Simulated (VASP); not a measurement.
GaAs, 2 atoms in the cell. Symmetry: F-43m, No. 216, cubic system. Conventional cell: a = 5.654 Å, b = 5.654 Å, c = 5.654 Å, α = 90.00°, β = 90.00°, γ = 90.00°. Around As (site symmetry -43m) lie 4 Ga at 2.45 Å. Around Ga (site symmetry -43m) lie 4 As at 2.45 Å. 

```yaml
Program: VASP 6.6.1
Task: single point
Functional: PBE
Potentials_or_basis: VASP PAW PBE potentials, release 64 (As, Ga_d)
Cutoff: 520 eV
k_mesh: 3 × 3 × 3
Occupations: gaussian, width 0.03 eV
Spin: no spin polarisation
Further_INCAR_settings: ALGO = Fast; EDIFF = 1e-06; NBANDS = 16
```

Potentials or basis: VASP PAW PBE potentials, release 64 (As, Ga_d).

Launch:

```bash
$ cat potpaw_PBE.64/As/POTCAR potpaw_PBE.64/Ga_d/POTCAR > POTCAR
$ mpirun -np 1 vasp_std > vasp.out
```

Hardware: 1 thread of Intel(R) Xeon(R) 6975P-C (Granite Rapids), with other jobs on the host.

Question: How long does it take, and how much memory?

Answer: It took 5.6 s on 1 thread of Intel(R) Xeon(R) 6975P-C (Granite Rapids), on a shared host, peak memory 0.15 GiB. Counts: scf iterations 13, k points 4.
